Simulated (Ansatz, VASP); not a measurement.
# Two plane-wave programs on Be

```
Be
1.0
     3.86776    0.00000    0.00000
     0.00000    3.86776    0.00000
     0.00000    0.00000    2.35492
Be
4
Cartesian
  1.1503 1.1503 0.0000
  2.7175 2.7175 0.0000
  0.7836 3.0842 1.1775
  3.0842 0.7836 1.1775
```

This isn't the form of Be at room conditions, which is hcp.

Alike in both runs: task single point; functional r2SCAN; k mesh 6 × 6 × 10; occupations fermi-dirac, width 0.15 eV; no spin polarisation.

|  | VASP | Ansatz |
| --- | --- | --- |
| version | VASP 6.6.1 | Ansatz 0.2.0 |
| potentials or method | VASP PAW PBE potentials, release 64 (Be) | plane waves, norm-conserving potentials |
| plane-wave cutoff (eV) | 520 | 1520 |
| valence electrons in the cell | 8 | 16 |

|  | VASP | Ansatz | Ansatz less VASP |
| --- | --- | --- | --- |
| gap on the k mesh at the Fermi level (eV) | none | none | - |
| pressure (GPa) | -9.7 | -9.6 | +0.04 |
| largest component of the traceless stress (GPa) | 0.68 | 0.70 | +0.025 |

A gap of «none» marks a metal or a gap that the smearing closes. The two sets of potentials don't hold the same shells in valence. Ansatz warned: «stress_scf_threshold_loose».

Caveats: the PAW data sets were made with another functional, which shifts forces and pressure a little (VASP).
